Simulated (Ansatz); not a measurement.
**Tungsten, simple cubic under LDA: ground state and equation of state, part 1 of 2**

Aim: take tungsten in the simple cubic structure, relax it, solve it on a dense k-mesh, switch on spin-orbit coupling, then scale the cell to 7 volumes from 88 to 112 % of the relaxed one and try a fit of the equation of state. The k-meshes are 12×12×12 for the relaxation; 20×20×20 for the dense run; 12×12×12 for spin-orbit coupling; 14×14×14 for the volumes.

This is W in the simple cubic structure; at room conditions it is bcc.

Method: DFT LDA (PW92), plane waves (420 eV) with PAW, scalar-relativistic; the PAW data stem from PBE, with regenerated cores, in Ansatz 0.2.0.

**1. Starting point**

Symmetry: Pm-3m, No. 221, cubic system. The conventional cell has a = 2.577 Å, b = 2.577 Å, c = 2.577 Å, α = 90.00°, β = 90.00°, γ = 90.00°. Around W (site symmetry m-3m) lie 6 W at 2.58 Å.

As a file:

```cif
data_structure
_symmetry_space_group_name_H-M 'P 1'
_symmetry_Int_Tables_number 1
_cell_length_a 2.5771
_cell_length_b 2.5771
_cell_length_c 2.5771
_cell_angle_alpha 90.000
_cell_angle_beta 90.000
_cell_angle_gamma 90.000
_cell_volume 17.12
loop_
_atom_site_label
_atom_site_type_symbol
_atom_site_fract_x
_atom_site_fract_y
_atom_site_fract_z
_atom_site_occupancy
W1 W 0.00000 0.00000 0.00000 1
```

**2. Geometry optimisation**

Input file input.yaml:

```yaml
crystal:
  lattice:
    - [2.5770789429, 0.0, 0.0]
    - [0.0, 2.5770789429, 0.0]
    - [0.0, 0.0, 2.5770789429]
  atoms:
    - { symbol: W, position: [0.0, 0.0, 0.0] }
hamiltonian:
  xc: lda
  pseudopotentials:
    kind: paw
    azcp:
      W: "pseudopotentials/W.paw.azcp"
basis:
  ecutwfc: 420
  fft_grid_basis: typed
kpoints:
  mp_grid: { grid: [12, 12, 12], shift: [0, 0, 0] }
magnetization:
  spin_polarized: false
scf:
  occupations: { method: fermi_dirac, width: 0.1 }
relax:
  max_steps: 60
  f_tol: 0.01
  cell: {}
```

Standard output:

```text
Warning: <dir> the record states the generating functional pbe (its physics header spells it `PBE`), which answers neither for hamiltonian.xc's functional nor for the lda family's — results may be inconsistent (PPs are generated against a specific XC)
Warning: RAYON_NUM_THREADS=2 ignored (pool sized by the plan → 2); use --threads N
Engine: ansatz 0.2.0, x86_64-unknown-linux-gnu
Pseudopotentials: kind: paw
Pseudopotential: W, paw, valence charge 14, recommended cutoff 420 eV (normal), <dir>
Functional definition: SPW92
  exchange = slater_x
  correlation = pw_c
Crystal: 1 atoms, lattice volume = 17.115 Å³
Basis set: ecut = 420 eV, 341 PW (Γ)
Bands: 11, of which v1, the nominal top of the filled ones, is band 7 counted from 1 (6 counted from 0)
Symmetry: 48 space group operations
Space group: Pm-3m (ITA 221), of the structure as read, at distance tolerance 2.6e-5 Å
k-points: 84 of 1728
Non-local potential: W, projectors of the file, l = 0: 3, l = 1: 2, l = 2: 2, l = 3: 1
PAW form: soft (Blöchl's): semilocal exchange-correlation on the pseudo side does not see the compensation charge
PAW frozen core: W, regenerated for the run's functional, and the local potential with it (the file was generated under x = pbe(κ = 0.804, μ = 0.2195149727645171), c = pbe(β = 0.06672455060314922))
PAW one-centre angular grid: W, 590 points (default); XC on 64 Gauss nodes
Initial density: superposition of atomic densities (neutral atoms: chi_scale 0, normalization atom), corrected by the library's trained network
Initial wavefunctions: pseudopotential atomic-orbital guess
Functional: x = slater, c = lda
SCF iter   1: F=—  HF=-10128.420078 eV  |F-HF|=—  |Δ(HF+E_count)|=         —  Δρ=4.31e-3  dr2=1.32e-3  ethr=1.77e-3  ⟨swp⟩=5.0  Hψ=5156  notcnv=0
preconditioner: auto → none  [metal: Δε(μ)=0.293 eV  Ē_g=8.275 eV  σ=0.100 eV  W_gap=0.48  n_scr=6 (ndim 8)  ℏωp=22.0 eV  f_vac=0.000  D(μ)=0.55/eV (n_scr^D=0)  sad-step TF]
SCF iter   2: F=—  HF=-10128.420116 eV  |F-HF|=—  |Δ(HF+E_count)|=   3.81e-5  Δρ=2.62e-3  dr2=5.90e-4  ethr=9.45e-6  ⟨swp⟩=1.7  Hψ=1707  notcnv=0
SCF iter   3: F=—  HF=-10128.420139 eV  |F-HF|=—  |Δ(HF+E_count)|=   2.23e-5  Δρ=4.54e-4  dr2=2.74e-5  ethr=4.21e-6  ⟨swp⟩=2.6  Hψ=1397  notcnv=0
SCF iter   4: F=—  HF=-10128.420129 eV  |F-HF|=—  |Δ(HF+E_count)|=   9.56e-6  Δρ=1.04e-4  dr2=7.08e-7  ethr=1.96e-7  ⟨swp⟩=2.2  Hψ=1433  notcnv=0
iter 5 did not close the SCF: its close was put off for the readings that it lacked (scf_convergence_deferred on its scf_iter line)
SCF iter   5: F=-10128.420129 eV  HF=-10128.420129 eV  |F-HF|=5.19e-8  |Δ(HF+E_count)|=   3.88e-7  Δρ=2.22e-5  dr2=6.88e-8  ethr=5.06e-9  ⟨swp⟩=2.9  Hψ=1496  notcnv=0
SCF iter   6: F=-10128.420129 eV  HF=-10128.420129 eV  |F-HF|=1.78e-10  |Δ(HF+E_count)|=   2.62e-8  Δρ=1.77e-6  dr2=4.09e-10  ethr=4.91e-10  ⟨swp⟩=2.7  Hψ=3347  notcnv=0
SCF 1 converged in 6 iterations: F = -10128.420129 eV  dr2 = 4.09e-10
relax step   1: F+E_penalty+E_count = -10128.42012930 eV  Δ(F+E_penalty+E_count) = +0.000e0 eV  max|allowed force component| = 0.000e0 eV/Å  Δτ_max = 0.0000 Å  P = +4.646 GPa  Ω = 17.115 Å³  (6 SCF iters, dr2 threshold 1.00e-7 eV, accepted)
Crystal: 1 atoms, lattice volume = 17.879 Å³
Basis set: ecut = 420 eV, 365 PW (Γ)
Initial density: handed on by an earlier stage of this run
Initial wavefunctions: those handed on with the density
iter 1 solved again at ethr=4.79e-6 eV; its pass at ethr=3.10e-3 eV (dr2=6.70e-4 eV) is discarded
SCF iter   1: F=—  HF=-10128.416014 eV  |F-HF|=—  |Δ(HF+E_count)|=         —  Δρ=2.06e-3  dr2=6.05e-4  ethr=4.79e-6  ⟨swp⟩=1.4  Hψ=6347  notcnv=0
preconditioner: auto → none  [insulator: Δε(μ)=0.298 eV  Ē_g=7.906 eV  σ=0.100 eV  W_gap=0.51  n_scr=6 (ndim 8)  ℏωp=21.5 eV  f_vac=0.000  D(μ)=0.56/eV (n_scr^D=0)  ε∞_Penn≈8.4]
SCF iter   2: F=—  HF=-10128.415871 eV  |F-HF|=—  |Δ(HF+E_count)|=   1.43e-4  Δρ=8.67e-4  dr2=6.74e-5  ethr=4.32e-6  ⟨swp⟩=2.3  Hψ=1133  notcnv=0
SCF iter   3: F=—  HF=-10128.415868 eV  |F-HF|=—  |Δ(HF+E_count)|=   2.12e-6  Δρ=2.01e-4  dr2=3.26e-6  ethr=4.82e-7  ⟨swp⟩=1.1  Hψ=946  notcnv=0
SCF iter   4: F=-10128.415869 eV  HF=-10128.415869 eV  |F-HF|=1.60e-8  |Δ(HF+E_count)|=   5.21e-7  Δρ=2.23e-5  dr2=2.42e-8  ethr=7.14e-10  ⟨swp⟩=3.1  Hψ=3595  notcnv=0
SCF 2 converged in 4 iterations: F = -10128.415869 eV  dr2 = 2.42e-8
relax step   2: F+E_penalty+E_count = -10128.41586898 eV  Δ(F+E_penalty+E_count) = +4.260e-3 eV  max|allowed force component| = 0.000e0 eV/Å  Δτ_max = 0.0000 Å  P = -5.957 GPa  Ω = 17.879 Å³  energy of the carried Pulay correction = -1.689e-4 eV  (4 SCF iters, dr2 threshold 1.00e-7 eV, rejected (line search))
Crystal: 1 atoms, lattice volume = 17.442 Å³
iter 1 solved again at ethr=1.46e-6 eV; its pass at ethr=3.10e-3 eV (dr2=2.04e-4 eV) is discarded
SCF iter   1: F=—  HF=-10128.424565 eV  |F-HF|=—  |Δ(HF+E_count)|=         —  Δρ=1.14e-3  dr2=1.77e-4  ethr=1.46e-6  ⟨swp⟩=1.7  Hψ=6446  notcnv=0
preconditioner: auto → none  [metal: Δε(μ)=0.294 eV  Ē_g=8.112 eV  σ=0.100 eV  W_gap=0.49  n_scr=6 (ndim 8)  ℏωp=21.8 eV  f_vac=0.000  D(μ)=0.55/eV (n_scr^D=0)]
SCF iter   2: F=—  HF=-10128.424524 eV  |F-HF|=—  |Δ(HF+E_count)|=   4.18e-5  Δρ=4.82e-4  dr2=2.02e-5  ethr=1.27e-6  ⟨swp⟩=2.3  Hψ=1139  notcnv=0
SCF iter   3: F=—  HF=-10128.424522 eV  |F-HF|=—  |Δ(HF+E_count)|=   1.75e-6  Δρ=1.07e-4  dr2=8.80e-7  ethr=1.44e-7  ⟨swp⟩=1.2  Hψ=984  notcnv=0
SCF iter   4: F=—  HF=-10128.424522 eV  |F-HF|=—  |Δ(HF+E_count)|=   1.71e-7  Δρ=1.20e-5  dr2=6.55e-9  ethr=6.29e-9  ⟨swp⟩=2.3  Hψ=1496  notcnv=0
SCF iter   5: F=—  HF=-10128.424522 eV  |F-HF|=—  |Δ(HF+E_count)|=   5.32e-9  Δρ=1.06e-6  dr2=6.77e-11  ethr=4.68e-11  ⟨swp⟩=2.0  Hψ=1140  notcnv=0
SCF iter   6: F=-10128.424522 eV  HF=-10128.424522 eV  |F-HF|=3.64e-12  |Δ(HF+E_count)|=  1.82e-12  Δρ=7.40e-8  dr2=2.82e-13  ethr=1.00e-12  ⟨swp⟩=5.9  Hψ=3549  notcnv=0
SCF 3 converged in 6 iterations: F = -10128.424522 eV  dr2 = 2.82e-13
relax step   3: F+E_penalty+E_count = -10128.42452167 eV  Δ(F+E_penalty+E_count) = -4.392e-3 eV  max|allowed force component| = 0.000e0 eV/Å  Δτ_max = 0.0000 Å  P = -0.185 GPa  Ω = 17.442 Å³  energy of the carried Pulay correction = -7.310e-5 eV  (6 SCF iters, accepted)
Crystal: 1 atoms, lattice volume = 17.429 Å³
iter 1 solved again at ethr=1.91e-9 eV; its pass at ethr=3.10e-3 eV (dr2=2.68e-7 eV) is discarded
SCF iter   1: F=—  HF=-10128.424532 eV  |F-HF|=—  |Δ(HF+E_count)|=         —  Δρ=3.47e-5  dr2=1.64e-7  ethr=1.91e-9  ⟨swp⟩=2.0  Hψ=6101  notcnv=0
preconditioner: auto → none  [metal: Δε(μ)=0.296 eV  Ē_g=8.119 eV  σ=0.100 eV  W_gap=0.50  n_scr=6 (ndim 8)  ℏωp=21.8 eV  f_vac=0.000  D(μ)=0.55/eV (n_scr^D=0)]
SCF iter   2: F=-10128.424532 eV  HF=-10128.424532 eV  |F-HF|=1.22e-9  |Δ(HF+E_count)|=   3.98e-8  Δρ=1.45e-5  dr2=1.85e-8  ethr=6.14e-10  ⟨swp⟩=2.9  Hψ=3127  notcnv=0
SCF 4 converged in 2 iterations: F = -10128.424532 eV  dr2 = 1.85e-8
relax step   4: F+E_penalty+E_count = -10128.42453210 eV  Δ(F+E_penalty+E_count) = -1.043e-5 eV  max|allowed force component| = 0.000e0 eV/Å  Δτ_max = 0.0000 Å  P = -0.005 GPa  Ω = 17.429 Å³  energy of the carried Pulay correction = -7.027e-5 eV  (2 SCF iters, dr2 threshold 8.59e-8 eV, accepted)
Initial wavefunctions: pseudopotential atomic-orbital guess (no wavefunctions were taken with the density)
iter 1 solved again at ethr=2.75e-8 eV; its pass at ethr=3.10e-3 eV (dr2=3.85e-6 eV) is discarded
SCF iter   1: F=—  HF=-10128.424597 eV  |F-HF|=—  |Δ(HF+E_count)|=         —  Δρ=1.34e-4  dr2=1.04e-7  ethr=2.75e-8  ⟨swp⟩=3.3  Hψ=7800  notcnv=0
SCF iter   2: F=—  HF=-10128.424598 eV  |F-HF|=—  |Δ(HF+E_count)|=   1.68e-6  Δρ=6.66e-5  dr2=2.44e-8  ethr=7.41e-10  ⟨swp⟩=1.1  Hψ=935  notcnv=0
SCF iter   3: F=—  HF=-10128.424599 eV  |F-HF|=—  |Δ(HF+E_count)|=   3.44e-7  Δρ=1.29e-6  dr2=2.95e-11  ethr=1.74e-10  ⟨swp⟩=1.0  Hψ=925  notcnv=0
SCF iter   4: F=-10128.424599 eV  HF=-10128.424599 eV  |F-HF|=7.28e-12  |Δ(HF+E_count)|=  1.26e-10  Δρ=1.75e-7  dr2=5.45e-12  ethr=1.00e-12  ⟨swp⟩=6.0  Hψ=3672  notcnv=0
SCF 5 converged in 4 iterations: F = -10128.424599 eV  dr2 = 5.45e-12
relax step   5: F+E_penalty+E_count = -10128.42459878 eV  Δ(F+E_penalty+E_count) = -6.668e-5 eV  max|allowed force component| = 0.000e0 eV/Å  Δτ_max = 0.0000 Å  P = -0.006 GPa  Ω = 17.429 Å³  stress off target by 6.07e-3 GPa  SCF on the basis re-selected at this cell (its energy is not comparable with the rows above)  (4 SCF iters)
basis re-selected at this cell: Δ(F+E_penalty+E_count) = -6.668e-5 eV, ΔP = -0.001 GPa vs the last step (what re-selecting the basis moved, of the pressure what is left beyond the Pulay correction that the steps carried, after the strain that the cell walked since its last selection, with what the two solves' SCF thresholds leave and, on support functions, any second-order correction that the steps lacked; it is no measure of the basis error at this ecutwfc). This SCF's stress stands 6.07e-3 GPa from its target on what of the cell is left free (relax.cell.stress_tol is 5.00e-2 GPa) and its largest allowed force component is 0.00e0 eV/Å (relax.f_tol is 1.00e-2 eV/Å): within both
SCF converged after 4 iterations
Free energy (F): -10128.424599 eV
Harris-Foulkes:  -10128.424599 eV  (|F-HF|=7.28e-12)
Internal energy: -10128.406324 eV  (E = F + TS)
E sigma→0 (E₀):  -10128.415461 eV
Entropy (-TS):   -0.018275 eV (-18.275 meV/atom)
Fermi energy:    19.806895 eV
--- Per-component energies (eV) ---
  E_band       = -117.480271
  E_kinetic    = 450.533297
  E_local      = -730.514450  (includes V_loc(G=0)·N_el)
  E_nonlocal   = 8.961199
  E_hartree    = 261.086910
  E_xc         = -264.286733
  E_vxc        = -237.995033  (∫ρ·V_xc dr)
  E_paw        = -8310.194234  (= ΣΔE_a)
  E_vpaw       = -130.638971  (= ΣTr[D̂ρ^β])
  E_aug_tail   = -0.000060  (compensation charges beyond the density's cutoff)
  E_ewald      = -1544.275406
  E_core_change = 0.283153  (= ΣΔE_core)
  E_smearing   = -0.018275  (= −TS)
  E_closure    = 0.000000  (closes the sum)
  Σ components = -10128.424599   (vs F -10128.424599, Δ=0.00e0)
--- Forces (eV/Å), atoms counted from 1 ---
  atom   1  W      0.00000000    -0.00000000    -0.00000000
  max |Σ_I F_I| component: 1.97e-31 eV/Å
--- Stress (GPa, compression-positive) ---
       -0.006065      -0.000000       0.000000
       -0.000000      -0.006065       0.000000
       -0.000000      -0.000000      -0.006065
  P = ⅓ Tr σ = -0.0061 GPa (-0.061 kbar)
--- Relaxed structure (4 steps of the walk, 3 accepted, 1 SCFs on fresh bases) ---
  F+E_penalty+E_count = -10128.42459878 eV   max|allowed force component| = 0.000e0 eV/Å   (the final SCF, on the basis selected at the relaxed cell)
  cell:  # Å, volume = 17.4291 Å³
    - [2.5927341793197396, -1.4444474582904269e-33, 0.0]
    - [-1.4444474582904269e-33, 2.5927341793197396, 0.0]
    - [0.0, 0.0, 2.5927341793197396]
  atoms:
    - { symbol: W, position: [0.0, 0.0, 0.0] }
```

Wall time 1.5 s (2 threads of Intel Xeon Platinum 8559C (Emerald Rapids), shared host); peak memory 0.34 GiB.

The walk, from the log:

| step | energy change (meV/atom) | largest force (eV/Å) | pressure (GPa) | volume (Å³/atom) | accepted |
| --- | --- | --- | --- | --- | --- |
| 1 | 0.00 | 0.0000 | 4.65 | 17.115 | yes |
| 2 | 4.26 | 0.0000 | -5.96 | 17.879 | no |
| 3 | -4.39 | 0.0000 | -0.19 | 17.442 | yes |
| 4 | -4.40 | 0.0000 | -0.01 | 17.429 | yes |
| 5 | -4.47 | 0.0000 | -0.01 | 17.429 | yes |

Steps that repeat a cell are solved on a basis chosen anew, so their changes of energy are no gain of the relaxation.

The cell of the run, before and after:

|  | before | after | change |
| --- | --- | --- | --- |
| a (Å) | 2.577 | 2.593 | +0.6 % |
| b (Å) | 2.577 | 2.593 | +0.6 % |
| c (Å) | 2.577 | 2.593 | +0.6 % |
| volume (Å³/atom) | 17.115 | 17.429 | +1.8 % |
| shortest distance (Å) | 2.577 | 2.593 | +0.6 % |
| space group (spins left aside) | Pm-3m | Pm-3m | same |

**3. The energy on a finer k-mesh**

Input file input.yaml:

```yaml
crystal:
  lattice:
    - [2.5927341793, 0.0, 0.0]
    - [0.0, 2.5927341793, 0.0]
    - [0.0, 0.0, 2.5927341793]
  atoms:
    - { symbol: W, position: [0.0, 0.0, 0.0] }
hamiltonian:
  xc: lda
  pseudopotentials:
    kind: paw
    azcp:
      W: "pseudopotentials/W.paw.azcp"
basis:
  ecutwfc: 420
  fft_grid_basis: typed
kpoints:
  mp_grid: { grid: [20, 20, 20], shift: [0, 0, 0] }
magnetization:
  spin_polarized: false
scf:
  occupations: { method: fermi_dirac, width: 0.1 }
```

Standard output, shortened:

```text
Warning: <dir> the record states the generating functional pbe (its physics header spells it `PBE`), which answers neither for hamiltonian.xc's functional nor for the lda family's — results may be inconsistent (PPs are generated against a specific XC)
Warning: RAYON_NUM_THREADS=2 ignored (pool sized by the plan → 2); use --threads N
[...]
Pseudopotentials: kind: paw
Pseudopotential: W, paw, valence charge 14, recommended cutoff 420 eV (normal), <dir>
Functional definition: SPW92
[...]
Crystal: 1 atoms, lattice volume = 17.429 Å³
Basis set: ecut = 420 eV, 341 PW (Γ)
Bands: 11, of which v1, the nominal top of the filled ones, is band 7 counted from 1 (6 counted from 0)
Symmetry: 48 space group operations
Space group: Pm-3m (ITA 221), of the structure as read, at distance tolerance 2.6e-5 Å
k-points: 286 of 8000
[...]
SCF iter   1: F=—  HF=-10128.405988 eV  |F-HF|=—  |Δ(HF+E_count)|=         —  Δρ=3.98e-3  dr2=1.43e-3  ethr=1.77e-3  ⟨swp⟩=5.0  Hψ=17374  notcnv=0
[...]
SCF iter   6: F=-10128.405860 eV  HF=-10128.405860 eV  |F-HF|=9.00e-10  |Δ(HF+E_count)|=   2.10e-8  Δρ=2.70e-6  dr2=1.29e-9  ethr=5.65e-10  ⟨swp⟩=1.0  Hψ=8759  notcnv=0
[...]
SCF converged after 6 iterations
Free energy (F): -10128.405860 eV
[...]
E sigma→0 (E₀):  -10128.392658 eV
Entropy (-TS):   -0.026403 eV (-26.403 meV/atom)
Fermi energy:    19.830043 eV
[...]
```

It took 0.91 s on 2 threads of Intel Xeon Platinum 8559C (Emerald Rapids), shared host; peak memory 0.37 GiB.

**4. A two-component run at the same geometry**

Edit input.yaml of step 3 so:

```diff
@@ -10,3 +10,3 @@
   pseudopotentials:
-    kind: paw
+    kind: paw_fr
     azcp:
@@ -17,6 +17,12 @@
 kpoints:
-  mp_grid: { grid: [20, 20, 20], shift: [0, 0, 0] }
+  mp_grid: { grid: [12, 12, 12], shift: [0, 0, 0] }
 magnetization:
-  spin_polarized: false
+  noncollinear: true
+  spin_orbit: true
 scf:
   occupations: { method: fermi_dirac, width: 0.1 }
+output:
+  write_density: true
+  write_potential: true
+  elf: true
+  volumetric_format: npy
```

Standard output, shortened:

```text
Warning: <dir> the record states the generating functional pbe (its physics header spells it `PBE`), which answers neither for hamiltonian.xc's functional nor for the lda family's — results may be inconsistent (PPs are generated against a specific XC)
Warning: RAYON_NUM_THREADS=2 ignored (pool sized by the plan → 2); use --threads N
[...]
Pseudopotentials: kind: paw_fr
Pseudopotential: W, paw_fr, valence charge 14, recommended cutoff 420 eV (normal), <dir>
Functional definition: SPW92
[...]
non-collinear run that drives no moment, with spin-orbit: no starting moment large enough to seed its density (crystal.atoms[].spin), no starting occupations that ask for one, no magnetisation constraint and no magnetic field, so the semilocal B_xc is pinned to zero
Crystal: 1 atoms, lattice volume = 17.429 Å³
Basis set: ecut = 420 eV, 341 PW (Γ)
Bands: 22, of which v1, the nominal top of the filled ones, is band 14 counted from 1 (13 counted from 0)
Symmetry: 48 space group operations + 48 with time reversal
Magnetic group: BNS 221.93 (UNI 1595), of the structure as read, at distance tolerance 2.6e-5 Å
k-points: 84 of 1728
Projection manifold: j_resolved (fully-relativistic pseudo-atomic orbitals)
[...]
SCF iter   1: F=—  HF=-10152.155914 eV  |F-HF|=—  |Δ(HF+E_count)|=         —  Δρ=5.30e-2  dr2=2.39e-1  dr2_m=0.00e0 (ungated)  ethr=3.10e-3  |M|=0.00e0 ∫|m|=0.00e0 μB  |m|>n=0.0e0 m-floor=0.0e0 τ_xc=0.0e0  β_m=0.30  ⟨swp⟩=6.3  Hψ=4848  notcnv=0  defer=4
[...]
SCF iter   6: F=-10152.075748 eV  HF=-10152.075748 eV  |F-HF|=8.76e-9  |Δ(HF+E_count)|=   1.08e-7  Δρ=1.39e-5  dr2=1.89e-8  dr2_m=0.00e0 (ungated)  ethr=7.14e-10  |M|=0.00e0 ∫|m|=0.00e0 μB  |m|>n=0.0e0 m-floor=0.0e0 τ_xc=0.0e0  ⟨swp⟩=6.1  Hψ=3461  notcnv=0
[...]
SCF converged after 6 iterations
Magnetization: |M| = 0.0000 μB,  M = (+0.0000, +0.0000, +0.0000) μB
Absolute magnetization: 0.0000 μB (∫|m|)
  site 0: m = (+0.0000, +0.0000, +0.0000) μB, |m| = 0.0000 μB  (R = 1.07 Å)
Free energy (F): -10152.075748 eV
[...]
E sigma→0 (E₀):  -10152.065873 eV
Entropy (-TS):   -0.019749 eV (-19.749 meV/atom)
Fermi energy:    19.838092 eV
[...]
--- Band table (eV; the first three rows and the last of 84) ---
[... band rows left out ...]
[...]
```

It took 2 s on 2 threads of Intel Xeon Platinum 8559C (Emerald Rapids), shared host; peak memory 0.4 GiB.

Side by side:

|  | scalar-relativistic | with spin-orbit coupling |
| --- | --- | --- |
| k-mesh | 20×20×20 | 12×12×12 |
| gap on the mesh | none (levels filled in part) | none (levels filled in part) |

The meshes differ, so small differences between the columns need not come from spin-orbit coupling.

Density in a lattice plane of the grid's cell (edges 2.59 and 2.59 Å, at 0.000 of the third edge), which holds W.

Values in e/Å³, 12 rows by 12 columns:
```
4.68 5.14 4.80 3.01 1.37 0.67 0.53 0.67 1.37 3.01 4.80 5.14
5.15 4.80 3.60 2.00 0.91 0.51 0.44 0.51 0.91 2.00 3.60 4.80
3.47 3.01 2.00 1.05 0.55 0.38 0.34 0.38 0.55 1.05 2.00 3.01
1.60 1.37 0.91 0.55 0.37 0.29 0.28 0.29 0.37 0.55 0.91 1.37
0.74 0.67 0.51 0.38 0.29 0.25 0.24 0.25 0.29 0.38 0.51 0.67
0.57 0.53 0.44 0.34 0.28 0.24 0.23 0.24 0.28 0.34 0.44 0.53
0.74 0.67 0.51 0.38 0.29 0.25 0.24 0.25 0.29 0.38 0.51 0.67
1.60 1.37 0.91 0.55 0.37 0.29 0.28 0.29 0.37 0.55 0.91 1.37
3.47 3.01 2.00 1.05 0.55 0.38 0.34 0.38 0.55 1.05 2.00 3.01
5.15 4.80 3.60 2.00 0.91 0.51 0.44 0.51 0.91 2.00 3.60 4.80
4.68 5.14 4.80 3.01 1.37 0.67 0.53 0.67 1.37 3.01 4.80 5.14
3.60 4.68 5.15 3.47 1.60 0.74 0.57 0.74 1.60 3.47 5.15 4.68
```
Columns run along the first of these edges and rows up along the second, over one cell in 12 and 12 even steps from the bottom left corner. Atoms in the plane (fractional): W at (0.00, 0.00).

ELF in the same plane.

Ten even steps from '0' (0.00) to '9' (0.72):
```
123689987555555578998632
346799976555555567999764
788999865445554456899988
999987654445554445678999
999876433345554333467899
887654333345554333345678
666544333455555433344566
555444444556665544444455
555555555566666555555555
555555555666666655555555
555555555566666555555555
555444444556665544444455
666544333455555433344566
887654333345554333345678
999876433345554333467899
999987654445554445678999
788999865445554456899988
346799976555555567999764
123689987555555578998632
002589987655555678998520
```
Columns run along the first of these edges and rows up along the second, over one cell in 24 and 20 even steps from the bottom left corner. Atoms in the plane (fractional): W at (0.00, 0.00).

Both are smooth fields of the valence electrons: close to the nuclei they are not physical.

The highest ELF values outside the cores: 0.49 between the atoms, 1.7 Å from W.

(Continued in part 2 of 2.)
